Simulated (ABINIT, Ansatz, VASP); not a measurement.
## Al: 3 runs at one level of theory

```
Al
1.0
     2.72314    0.02266    0.02199
     0.02266    2.75688    0.04783
     0.02199    0.04783    2.68691
Al
1
Direct
  0.01017 0.97987 0.00353
```

This isn't the form of Al at room conditions, which is fcc.

The given cell was strained at random by a few per cent at fixed volume.

Alike in all runs: task single point; functional PBE; k mesh 10 × 10 × 10; occupations fermi-dirac, width 0.05 eV; no spin polarisation; no spin-orbit coupling. Pressure is positive in compression and, in plane waves, holds the error of the finite cutoff, which Ansatz's Pulay term estimates and takes out.

```tsv
program and potentials	plane-wave cutoff (eV)	notes	band gap (eV)	pressure (GPa)	energy over the undisturbed cell (meV/atom)
ABINIT, JTH PAW PBE v2.0	408	-	no gap	0.16	-1.49
Ansatz, Ansatz PAW (earlier soft set)	420	Pulay term of +0.03 GPa included	no gap	0.23	-1.55
VASP, PBE PAW files Al, 520 eV	520	-	no gap	0.23	-
```

None finds a gap. The pressure spans 0.16 (ABINIT, JTH PAW PBE v2.0) to 0.23 GPa (Ansatz, Ansatz PAW (earlier soft set)).

Differences between rows come from potentials, basis sets and numerical settings, since the functional is the same but for its coding. Runs on potential files found faulty are left out.
